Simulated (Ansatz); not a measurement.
Zincblende AgI, relaxed with r2SCAN, was run in the PAW code Ansatz under altered settings. All numbers are computed, without spin polarisation but where a row says otherwise.

```yaml
crystal:
  lattice:
    - [0.00000, 3.28857, 3.28857]
    - [3.28857, 0.00000, 3.28857]
    - [3.28857, 3.28857, 0.00000]
  atoms:
    - { symbol: Ag, position: [0.00000, 0.00000, 0.00000] }
    - { symbol: I, position: [0.25000, 0.25000, 0.25000] }
```

The base run's other keys:
```yaml
kpoints:
  mp_grid: { grid: [4, 4, 4] }
hamiltonian:
  xc: hse06
scf:
  occupations: { method: fixed }
  n_extra_bands: 4
```

It takes 11 iterations with 1411 plane waves at 420 eV and 8 k points, and leaves a mean stress of +0.61 GPa. The gap over this mesh is 2.506 eV. It ran on 4 threads of Arm Neoverse N1, with other jobs on the host.

Outcomes, with energy and stress as changes against the base:
```tsv
setting	outcome	ΔF (meV/atom)	Δ mean stress (GPa)	gap on the mesh (eV)	iterations	wall time
PBE hybrid, exx coeff 0.4, omega 0.2078 1/Å	converged	–	0.0	3.232	15	18 s
PBE hybrid, exx coeff 0.3, unscreened	converged	–	-0.1	3.563	14	16 s
PBE hybrid, exx coeff 0.05, omega 0.5 1/Å	converged	–	+0.2	1.469	9	14 s
PBE hybrid, exx coeff 0.4, omega 0.5 1/Å	converged	–	+0.2	2.396	15	18 s
scf.occupations: cold 0.5	converged	0.0	0.0	2.506	21	16 s
```
A dash marks a value that wasn't obtained or can't be compared. Stress is positive in compression. The base took 15 s.

- PBE hybrid, exx coeff 0.4, omega 0.2078 1/Å. That is 40 % exact exchange, screened with ω = 0.2078 1/Å, against HSE06's 25 % screened at 0.208 1/Å. The mean stress moves by 0.0 GPa and the gap on the mesh by +0.726 eV (to 3.232). Totals of different functionals aren't comparable.
- PBE hybrid, exx coeff 0.3, unscreened. That is 30 % exact exchange, at all ranges, against HSE06's 25 % screened at 0.208 1/Å. The mean stress moves by -0.1 GPa and the gap on the mesh by +1.057 eV (to 3.563). Totals of different functionals aren't comparable.
- PBE hybrid, exx coeff 0.05, omega 0.5 1/Å. That is 5 % exact exchange, screened with ω = 0.5 1/Å, against HSE06's 25 % screened at 0.208 1/Å. The mean stress moves by +0.2 GPa and the gap on the mesh by -1.037 eV (to 1.469). Totals of different functionals aren't comparable.
- PBE hybrid, exx coeff 0.4, omega 0.5 1/Å. That is 40 % exact exchange, screened with ω = 0.5 1/Å, against HSE06's 25 % screened at 0.208 1/Å. The mean stress moves by +0.2 GPa and the gap on the mesh by -0.110 eV (to 2.396). Totals of different functionals aren't comparable.

Within 1 meV an atom, 0.1 GPa and 0.005 eV of the base stay: scf.occupations: cold 0.5.

Spin-orbit coupling is left out, which matters wherever the heavy atoms make up the band edges.

The program warns that its thresholds are loose for a hybrid's stress.

The meshes of the hybrids are coarse, so their gaps aren't converged to the digits shown.
